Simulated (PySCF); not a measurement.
Compound: ethylene glycol, C₂H₆O₂.
Structure used (PBE0-D3(BJ)/def2-SVP), in Å, numbered top down from 1:
```
atom  x, y, z in Å
O1     0.2569   -1.3933    0.3378
C2     0.6785   -0.0503    0.2653
C3    -0.3404    0.6669   -0.5915
O4    -1.6210    0.5458   -0.0470
H5     0.7316   -1.8350    1.0471
H6     0.6959    0.4184    1.2681
H7     1.6892    0.0456   -0.1779
H8    -0.0897    1.7378   -0.6545
H9    -0.2885    0.2549   -1.6211
H10   -1.7125   -0.3908    0.1737
```

Jobs on this species (10 atoms, 34 electrons) with PySCF (density fitting). Hardware of each: x86-64 server, one thread, on a shared host. The host was shared with other jobs, so the times are rough.

| level and settings | work | basis functions | SCF cycles | wall time |
| --- | --- | --- | --- | --- |
| LDA/pcSseg-2 | shieldings | 228 | ? | ? |
| B3LYP/pcJ-1 | spin–spin couplings from 8 perturbed nuclei, spin–dipole term left out | 168 | ? | ? |
| KT2/pcSseg-2 | shieldings | 228 | 15 | 22 s |
| mPW1PW91/pcSseg-2 | shieldings | 228 | 13 | 12 s |
| wB97X-D/pcSseg-2 | shieldings | 228 | 12 | 16 s |
| PBE0-D3(BJ)/def2-SVP, grid level 1 | geometry optimisation from a GFN2-xTB start | 86 | 64 | 18 s |
| OPBE/pcSseg-2 | shieldings | 228 | 14 | 20 s |
| KT3/pcSseg-2 | shieldings | 228 | 15 | 22 s |
| delta-SCF UKS SCAN, pcX-2 on the ionised atom, pcseg-1 elsewhere, spin-free X2C | ΔSCF core ionisation, 2 holes | 117 | 34 | 8.6 s |

**Question.** Fill in the missing figures.

**Answer.** 
- LDA/pcSseg-2; shieldings: 15 s, 14 SCF cycles
- B3LYP/pcJ-1; spin–spin couplings from 8 perturbed nuclei, spin–dipole term left out: 6.6 s, 13 SCF cycles

**Question.** What do all jobs in the table cost together?

**Answer.** About 2.3 min; the longest takes about 16 % of that, and about 3.3 times as long as the shortest.
